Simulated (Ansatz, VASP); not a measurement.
# CdSe in VASP and in Ansatz

```
Cd Se
1.0
     4.29850    0.00000    0.00000
    -2.14925    3.72261    0.00000
     0.00000    0.00000    7.01520
Cd Se
2 2
Direct
  0.66667 0.33333 0.00000
  0.33333 0.66667 0.50000
  0.66667 0.33333 0.37500
  0.33333 0.66667 0.87500
```

Alike in both runs: task single point; functional PBE; k mesh 6 × 6 × 4; occupations gaussian, width 0.1 eV; no spin polarisation.

|  | VASP | Ansatz |
| --- | --- | --- |
| version | VASP 6.6.1 | Ansatz 0.2.0 |
| potentials or method | VASP PAW PBE potentials, release 64 (Cd, Se) | scalar-relativistic, plane waves, PAW |
| plane-wave cutoff (eV) | 520 | 420 |
| valence electrons in the cell | 36 | 72 |

Ansatz gave:

| Quantity | Value |
| --- | --- |
| gap on the k mesh at the Fermi level (eV) | 0.67 |
| least direct gap on the mesh (eV) | 0.67 |
| pressure (GPa) | 3.0 |
| largest component of the traceless stress (GPa) | 0.12 |
| rms of the force components (eV/Å) | 0.012 |

Problem. Which values does VASP return?

Solution. gap on the k mesh at the Fermi level (eV): 0.67; least direct gap on the mesh (eV): 0.67; pressure (GPa): 3.3; largest component of the traceless stress (GPa): 0.12; rms of the force components (eV/Å): 0.012.

Atom by atom the forces differ by 0.000 eV/Å (rms over components). The two sets of potentials don't hold the same shells in valence. Ansatz warned: «structure_snapped_to_symmetry».
